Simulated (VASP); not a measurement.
## SnTe: single point with PBE

**Experimental background.**

A printed reference work, textbook reports, for a bulk crystal of SnTe at 300 K: band gap 0.18 eV (direct).

Crystal: SnTe.

```xyz
2
Lattice="0.0000 3.1509 3.1509 3.1509 0.0000 3.1509 3.1509 3.1509 0.0000" Properties=species:S:1:pos:R:3 pbc="T T T"
Sn    0.0000    0.0000    0.0000
Te    3.1509    3.1509    3.1509
```

```yaml
Program: VASP 6.6.1
Task: single point
Functional: PBE
Potentials_or_basis: VASP PAW PBE potentials, release 64 (Sn_d, Te)
Cutoff: 520 eV
k_mesh: 6 × 6 × 6
Occupations: methfessel-paxton, width 0.02 eV
Spin: no spin polarisation
```

The pressure is 2.2 GPa and the band gap on the k mesh is 0.10 eV, direct.

Levels at points of the mesh, in eV from the valence-band top:
```csv
k point,band 8,band 9,band 10,band 11,band 12,band 13
"(0.00, 0.00, 0.00)",-2.15,-2.15,-2.15,3.34,3.34,3.34
"(0.50, 0.00, 0.00)",-1.82,-1.82,0.00,0.10,0.36,0.36
"(0.50, 0.50, 0.00)",-5.59,-3.75,-3.75,2.16,4.92,4.92
```

Run time: 12 s on 1 thread of Intel Xeon 6975P-C, with other jobs on the host, peak memory 0.2 GiB.

Against the measured gap of SnTe, 0.18 eV (direct; 300 K; a printed reference work, textbook), the calculated 0.10 eV is off by -0.08 eV. Spin-orbit coupling on Sn, Te is left out. The value is that of PBE on a finite k mesh, which can miss the band edges, without temperature or zero-point motion. Semilocal functionals fall short of measured gaps as a rule.

Caveat: spin-orbit coupling is left out, which moves the levels of the heavy elements.
